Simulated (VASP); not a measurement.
Crystal: Tc.

```
Tc
1.0
     0.00000    1.95000    1.95000
     1.95000    0.00000    1.95000
     1.95000    1.95000    0.00000
Tc
1
Direct
  0.00000 0.00000 0.00000
```

This isn't the form of Tc at room conditions, which is hcp.

* Program: VASP 6.6.1
* Task: relaxation of cell and atoms
* Functional: PBE
* Dispersion: D3
* Potentials or basis: VASP PAW PBE potentials, release 64 (Tc)
* Cutoff: 580 eV
* k mesh: 12 × 12 × 12
* Occupations: methfessel-paxton, width 0.2 eV
* Spin: no spin polarisation
* Hubbard terms: Tc d U = 5 eV, J = 0.5 eV

At the start: pressure -18.4 GPa; volume 14.83 Å³/atom.

**Question.** How do energy, volume and symmetry change on relaxing?

**Answer.** Over 17 steps the energy falls by 68.1 meV/atom and the volume is 13.73 Å³/atom (-7.4 %); space group Fm-3m (No. 225, to 0.05 Å).

The path:
```
step  energy change (eV)  largest force (eV/Å)  pressure (GPa)  volume (Å³)
   1              0.0000                0.0000          -18.39        14.83
   2             -0.0600                0.0000           -6.90        14.09
   3             -0.0440                0.0000           13.79        13.15
   4             -0.0526                0.0000           10.89        13.26
   5             -0.0633                0.0000            5.96        13.46
   6             -0.0681                0.0000            0.26        13.72
   7             -0.0639                0.0000           -5.00        13.99
   8             -0.0642                0.0000           -4.79        13.98
   9             -0.0649                0.0000           -4.36        13.95
  10             -0.0657                0.0000           -3.74        13.92
  11             -0.0666                0.0000           -2.95        13.88
  12             -0.0674                0.0000           -2.02        13.83
  13             -0.0679                0.0000           -0.98        13.78
  14             -0.0681                0.0000            0.12        13.73
  15             -0.0681                0.0000            0.12        13.73
  16             -0.0681                0.0000            0.12        13.73
  17             -0.0681                0.0000            0.11        13.73
```

Final structure:
```xyz
1
Lattice="0.0000 1.9006 1.9006 1.9006 0.0000 1.9006 1.9006 1.9006 0.0000" Properties=species:S:1:pos:R:3 pbc="T T T"
Tc    0.0000    0.0000    0.0000
```

Caveat: U without spin polarisation on a metal has little footing; pairwise dispersion overbinds metals, which lowers pressure and volume; the U is typed as a test and isn't derived for this compound.
